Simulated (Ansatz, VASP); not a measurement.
# CdS in VASP and in Ansatz

INCAR

```
SYSTEM = CdS
PREC = Accurate ; ENCUT = 520
EDIFF = 1E-6 ; ISMEAR = 0
SIGMA = 0.02 ; LREAL = .False.
LASPH = .True. ; NELM = 100
ALGO = Normal ; ISIF = 2
LWAVE = .False. ; LCHARG = .False.
GGA = PE ; NBANDS = 16
```

KPOINTS

```
regular mesh
0
Gamma
  9 9 6
  0 0 0
```

File POSCAR:

```
CdS
1.0
    4.3236809456     -0.0041759462     -0.0013635743
   -2.1654569483      3.7253232962     -0.0177696184
   -0.0018573353     -0.0290208647      5.8591384577
Cd S
1 1
Direct
   -0.0039646905      0.0009836649      0.4466442488
    0.6706313605      0.3323496651      0.4303557512
```

Input for Ansatz:

```yaml
crystal:
  lattice:
    - [4.3236809456, -0.0041759462, -0.0013635743]
    - [-2.1654569483, 3.7253232962, -0.0177696184]
    - [-0.0018573353, -0.0290208647, 5.8591384577]
  atoms:
    - { symbol: Cd, position: [-0.0039646905, 0.0009836649, 0.4466442488] }
    - { symbol: S, position: [0.6706313605, 0.3323496651, 0.4303557512] }
basis:
  ecutwfc: 420
kpoints:
  mp_grid: { grid: [9, 9, 6] }
hamiltonian:
  xc: pbe
scf:
  occupations: { method: gaussian, width: 0.02 }
output:
  forces: true
  stress: true
  eigenvalues: true
```

Change from the starting cell: all atoms moved at random, cell strained at random.

Alike in both runs: task single point; functional PBE; k mesh 9 × 9 × 6; occupations gaussian, width 0.02 eV; no spin polarisation.

|  | VASP | Ansatz |
| --- | --- | --- |
| version | VASP 6.6.1 | Ansatz 0.2.0 |
| potentials or method | VASP PAW PBE potentials, release 64 (Cd, S) | scalar-relativistic, plane waves, PAW |
| plane-wave cutoff (eV) | 520 | 420 |
| valence electrons in the cell | 18 | 26 |

VASP gave:

- gap on the k mesh at the Fermi level (eV): 1.34
- least direct gap on the mesh (eV): 1.35
- pressure (GPa): -1.0
- largest component of the traceless stress (GPa): 0.96
- rms of the force components (eV/Å): 0.140

Q: Estimate Ansatz's values.

A: gap on the k mesh at the Fermi level (eV): 1.34; least direct gap on the mesh (eV): 1.35; pressure (GPa): -1.1; largest component of the traceless stress (GPa): 1.13; rms of the force components (eV/Å): 0.136.

Atom by atom the forces differ by 0.006 eV/Å (rms over components). The two sets of potentials don't hold the same shells in valence.

Caveats: an odd mesh through Γ misses points on the zone boundary, where band edges often lie.
